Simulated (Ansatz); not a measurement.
# CO on Cu (Copper) (111)

The task, for Cu (Copper): cut and relax a (111) slab, then compare the adsorption sites of CO.

Program: Ansatz 0.2.0. Level of theory: DFT PBE+D3(BJ), scalar-relativistic, plane waves, PAW. These are calculated values, not measurements.

## Step 1: Starting point

It takes space group Fm-3m (No. 225, cubic). Conventional cell: a = 3.563 Å, b = 3.563 Å, c = 3.563 Å, α = 90.00°, β = 90.00°, γ = 90.00°. Cu (site symmetry m-3m) has 12 Cu at 2.52 Å as nearest neighbours.

Structure file:

```
Cu
1.0
     0.00000    1.78169    1.78169
     1.78169    0.00000    1.78169
     1.78169    1.78169    0.00000
Cu
1
Cartesian
  0.0000 0.0000 0.0000
```

This cell was relaxed beforehand with the same method: volume 11.31 Å³/atom, gap on the mesh none (metal).

## Step 2: Cutting the slab

Planes are indexed in the bulk's conventional cell (Fm-3m (No. 225)), a = 3.563 Å, b = 3.563 Å, c = 3.563 Å, α = 90.00°, β = 90.00°, γ = 90.00°.

A (111) slab, 6.2 Å thick as cut, with 17 Å of vacuum; its outer planes are Cu (top) and Cu (bottom).

The slab as cut. Layers, bottom to top:

```csv
plane,atoms per cell,height over the lowest (Å)
1,Cu3,0.00
2,Cu3,2.06
3,Cu3,4.11
4,Cu3,6.17
```

## Step 3: The clean surface, relaxed

The input, input.yaml:

```yaml
crystal:
  lattice:
    - [4.3642210557, 0.0, 0.0]
    - [-2.1821105279, 3.779526302, 0.0]
    - [0.0, 0.0, 23.1719406062]
  atoms:
    - { symbol: Cu, position: [0.0, 0.3333333333, 0.3668229668] }
    - { symbol: Cu, position: [0.3333333333, 0.0, 0.3668229668] }
    - { symbol: Cu, position: [0.6666666667, 0.6666666667, 0.3668229668] }
    - { symbol: Cu, position: [0.3333333333, 0.3333333333, 0.4556076556] }
    - { symbol: Cu, position: [0.6666666667, 0.0, 0.4556076556] }
    - { symbol: Cu, position: [0.0, 0.6666666667, 0.4556076556] }
    - { symbol: Cu, position: [0.6666666667, 0.3333333333, 0.5443923444] }
    - { symbol: Cu, position: [0.0, 0.0, 0.5443923444] }
    - { symbol: Cu, position: [0.3333333333, 0.6666666667, 0.5443923444] }
    - { symbol: Cu, position: [0.0, 0.3333333333, 0.6331770332] }
    - { symbol: Cu, position: [0.3333333333, 0.0, 0.6331770332] }
    - { symbol: Cu, position: [0.6666666667, 0.6666666667, 0.6331770332] }
basis:
  ecutwfc: 420
kpoints:
  mp_grid: { grid: [9, 9, 1] }
hamiltonian:
  xc: pbe
  dispersion: d3bj
scf:
  occupations: { method: gaussian, width: 0.1 }
output:
  forces: true
  eigenvalues: true
  write_density: true
  write_potential: true
  elf: true
  volumetric_format: npy
relax:
  adjacent_minimum: "off"
  f_tol: 0.03
  max_steps: 70
  constraints: [{ sites: [0, 1, 2, 3, 4, 5] }]
efield:
  axis: 3
  dipole_correction: true
```

The run is started by

```bash
$ ansatz run input.yaml --threads 4 --pin off --max-ram 10240MiB --backend cpu --events-out ev --progress --plain --runs-dir out
```

Further runs follow: CO put at a top (Cu) site; CO put at a hollow (nearest Cu) site; start: CO, bridge (Cu-Cu); CO put at a hollow over Cu site.

What does the calculation give? Wanted: clean slab: work function; CO: lowest end.

**Answer**, as computed:

| quantity | value |
| --- | --- |
| clean slab: work function | 4.85 eV |
| CO: lowest end | E_ads -1.07 eV, from the hollow (nearest Cu) start, 3 bonded, 1.42 Å high |

In words: The strongest binding of CO is 1.07 eV, a moderate chemical bond; the ends span 0.15 eV. It raises the work function by 0.82 eV, as a dipole layer with its negative end outwards does. A start on a symmetric site keeps its symmetry, so an end may be a saddle point and not a minimum. Spin polarisation is off in the runs that give these values; a magnetic solution could lie lower.
